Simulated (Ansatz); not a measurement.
**I in Ansatz: convergence with xc grid**

Input of the first run (xc grid 1); the others differ in this setting and in those tied to it:

The input input.yaml:

```yaml
crystal:
  lattice:
    - [-1.617456, 1.617456, 4.264808]
    - [1.617456, -1.617456, 4.264808]
    - [1.617456, 1.617456, -4.264808]
  atoms:
    - { symbol: I, position: [0.0, 0.0, 0.0] }
kpoints:
  mp_grid: { grid: [11, 11, 11] }
scf:
  occupations: { method: fermi_dirac, width: 0.05 }
hamiltonian:
  xc: pbe
  pseudopotentials: { kind: all_electron, lapw: { basis_error: 0.001 } }
output:
  forces: true
  stress: true
  eigenvalues: true
basis:
  xc_grid: 1
```

Potentials or basis: all-electron LAPW, scalar-relativistic.

Command:

```console
$ ansatz run input.yaml --threads 1 --pin off --max-ram 3072MiB --backend cpu --events-out ev --progress --plain --runs-dir out
```

Hardware: 1 thread of Intel(R) Xeon(R) Processor @ 2.50GHz (Skylake/Cascade Lake), on a shared host.

| xc grid | energy less the tightest run, at zero smearing (meV/atom) | SCF cycles | CPU time (s) | peak memory (GiB) |
| --- | --- | --- | --- | --- |
| 1 | 0.00 | 7 | 23 | 0.31 |
| 2 | 0.00 | 7 | 23 | 0.31 |
| 3 | 0.00 | 7 | 24 | 0.32 |
| 4 | 0.00 | 7 | 23 | 0.32 |

Against the tightest run, the energy stays within 1 meV/atom from 1 on. The tightest run that finished is the yardstick and may itself not be fully converged.

Caveat, for the tightest run too: an odd number of electrons without spin polarisation forces a metal; a magnetic or distorted state may lie lower. Spin-orbit coupling is left out, which matters for the levels of I.
